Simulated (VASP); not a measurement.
A run of VASP 6.6.1 is set up as follows.

The input INCAR:

```
SYSTEM = ScAl3
  PREC = Accurate
  ENCUT = 600
  EDIFF = 1E-6
  ISMEAR = -1
  SIGMA = 0.05
  LREAL = .False.
  LASPH = .True.
  NELM = 100
  ALGO = Normal
  ISIF = 3
  LWAVE = .False.
  LCHARG = .False.
  GGA = OR
  LUSE_VDW = .True.
  AGGAC = 0.0
  IBRION = 2
  NSW = 40
  EDIFFG = -0.02
```

The input KPOINTS:

```
Automatic mesh
0
Gamma
  7 7 7
  0 0 0
```

The input POSCAR:

```
ScAl3
1.0
    4.0878065700      0.0000000000      0.0000000000
    0.0000000000      4.0878065700      0.0000000000
    0.0000000000      0.0000000000      4.0878065700
Sc Al
1 3
Direct
    0.0000000000      0.0000000000      0.0000000000
    0.5000000000      0.5000000000      0.0000000000
    0.0000000000      0.5000000000      0.5000000000
    0.5000000000      0.0000000000      0.5000000000
```

Potentials or basis: VASP PAW PBE potentials, release 64 (Sc_sv, Al).

Run with:

```sh
$ cat potpaw_PBE.64/Sc_sv/POTCAR potpaw_PBE.64/Al/POTCAR > POTCAR
$ mpirun -np 1 vasp_std > vasp.out
```

Task: Estimate the band gap on the k mesh.

Result: None (metal or under the smearing width).

Task: Estimate the relaxed cell.

Result: a = 4.114 Å, b = 4.114 Å, c = 4.114 Å, α = 90.00°, β = 90.00°, γ = 90.00°.

Task: Predict the space group after relaxing (to 0.05 Å).

Result: Pm-3m (No. 221).

The path:
```tsv
step	energy change (eV)	largest force (eV/Å)	pressure (GPa)	volume (Å³)
1	0.0000	0.0000	1.70	68.31
2	-0.0062	0.0000	-0.59	70.12
3	-0.0070	0.0000	0.00	69.64
```

Caveat: the PAW data sets were made with another functional, which shifts forces and pressure a little.
